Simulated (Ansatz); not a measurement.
Here is an Ansatz 0.2.0 calculation.

File input.yaml:

```yaml
crystal:
  lattice:
    - [3.81369522, 0.0, 0.0]
    - [0.0, 3.81369522, 0.0]
    - [0.0, 0.0, 4.8869133]
  atoms:
    - { symbol: Sn, position: [0.5, 0.0, 0.76462614] }
    - { symbol: Sn, position: [0.0, 0.5, 0.23537386] }
    - { symbol: O, position: [0.0, 0.0, 0.0] }
    - { symbol: O, position: [0.5, 0.5, 0.0] }
hamiltonian:
  xc: pbe
  pseudopotentials: { kind: paw }
kpoints:
  mp_grid: { grid: [7, 7, 6] }
scf:
  occupations: { method: gaussian, width: 0.029 }
output:
  forces: true
  stress: true
  eigenvalues: true
```

Potentials or basis: Ansatz PAW.

Command:

```sh
$ ansatz run input.yaml --threads 2 --pin off --max-ram 5632MiB --backend cpu --events-out ev --progress --plain --runs-dir out
```

Task: What does it give for the largest force?

Result: 0.370 eV/Å.

Task: What does it give for the band gap on the k mesh?

Result: 0.37 eV, indirect (least direct gap 2.07 eV).

Task: Predict the pressure.

Result: 3.6 GPa.

Stress tensor (GPa, compression positive):
```
3.92 0.00 0.00
0.00 3.92 0.00
0.00 0.00 2.97
```

Caveat: odd divisions of the mesh miss points on the zone boundary, where band edges often lie, so the gap on the mesh can be too wide; the pressure holds a Pulay correction of +0.5 GPa for the finite cutoff; spin-orbit coupling is left out, which moves the levels of the heavy elements. Expect the measured gap to be larger: semilocal functionals such as PBE lack the derivative discontinuity.
